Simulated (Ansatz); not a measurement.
InN (zinc blende)

Space group F-43m (No. 216); a = b = c = 4.9999 Å, α = β = γ = 90.00°

| atom | site | symmetry | x | y | z |
|---|---|---|---|---|---|
| N | 4c | -43m | 0.2500 | 0.2500 | 0.2500 |
| In | 4a | -43m | 0.0000 | 0.0000 | 0.0000 |
(The calculation used a cell of 2 atoms; values per cell refer to that cell.)

E(V) scan at fixed shape, V₀ the volume above. Symmetry pins the atoms to their sites.

All values below come from r2SCAN (plane waves to 500 eV, PAW, scalar-relativistic; Ansatz, an electronic-structure program). k mesh 11×11×11 (Γ-centred), Fermi-Dirac smearing 0.05 eV. The energy includes the smearing's −TS. At this level the bands of InN touch or barely overlap; measurements give the solid a gap. InN was relaxed with its symmetry unable to fall. The PAW data are Ansatz's earlier set. ΔE is measured from the relaxed starting cell.

```csv
V (Å³/atom),ΔE (meV/atom)
14.062,…
14.374,…
14.687,…
14.999,12
15.312,3
15.624,0
15.937,3
16.249,10
16.562,22
16.874,38
17.187,57
```

Task: What belongs in the gaps?

Result: 
- 14.062, ΔE (meV/atom): 83
- 14.374, ΔE (meV/atom): 51
- 14.687, ΔE (meV/atom): 27

(A scan under strain: stresses follow from slopes of the energy per volume, elastic moduli from its curvatures.)
